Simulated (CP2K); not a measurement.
## Pd under changes of volume

One of the cells (15.547 Å³/atom); the others are scaled copies at fixed shape and fractional positions:

```
CELL_PARAMETERS angstrom
2.72327 0.00000 0.00000
-0.90776 2.56752 0.00000
-0.90776 -1.28376 2.22354
ATOMIC_POSITIONS crystal
Pd 0.00000 0.00000 0.00000
```

This isn't the form of Pd at room conditions, which is fcc.

* Program: CP2K 2026.2
* Functional: PBEsol
* Potentials or basis: POTENTIAL_UZH Pd GTH-PBE-q18; TZVP-MOLOPT-PBE-GTH basis
* Density cutoff: 6803 eV
* k mesh: 12 × 12 × 12
* Occupations: fermi-dirac, width 0.0259 eV
* Spin: no spin polarisation

```csv
volume (Å³/atom),energy over the lowest point (meV/atom),pressure (GPa)
14.614,1.13,2.8
14.925,0.00,-1.5
15.236,6.64,-5.2
15.547,20.11,-8.5
15.858,?,?
16.169,64.10,-13.8
16.480,93.15,-16.0
```

What does the run at 15.858 Å³/atom give?

Energy over the lowest point 39.53 meV/atom; pressure -11.4 GPa.

Worked out: A Birch-Murnaghan fit of order 3 (a polynomial in V^(-2/3)) to the other rows has its minimum at 14.81 Å³/atom with B0 = V·E''(V) = 201 GPa and B' = 5.5. It gives 39.52 meV/atom at 15.858 Å³/atom, against the run's 39.53, and -dE/dV = -11.4 GPa, against -11.4.

Energies are extrapolated to zero smearing.

Caveats: the potentials were made for another functional, which shifts forces and pressure; the basis of atomic orbitals isn't converged, which shifts pressures, moduli and gaps.
